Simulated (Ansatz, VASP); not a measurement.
## Sr in VASP and in Ansatz

```
Sr
1.0
     4.10077    0.00000    0.00000
    -2.05038    3.55137    0.00000
     0.00000    0.00000    6.72341
Sr
2
Direct
  0.33333 0.66667 0.25000
  0.66667 0.33333 0.75000
```

Alike in both runs: functional LDA; k mesh 14 × 14 × 8; occupations fermi-dirac, width 0.08 eV; no spin polarisation.

Ansatz relaxed the structure, and its values are those at the end. VASP's run is a single point on that final structure, the one shown.

|  | VASP | Ansatz |
| --- | --- | --- |
| version | VASP 6.6.1 | Ansatz 0.2.0 |
| potentials or method | VASP PAW LDA potentials, release 64 (Sr_sv) | PAW with Ansatz's default frozen-core files, scalar-relativistic |
| plane-wave cutoff (eV) | 520 | 420 |
| valence electrons in the cell | 20 | 20 |

```csv
,VASP,Ansatz,Ansatz less VASP
pressure (GPa),0.0,0.0,+0.01
```
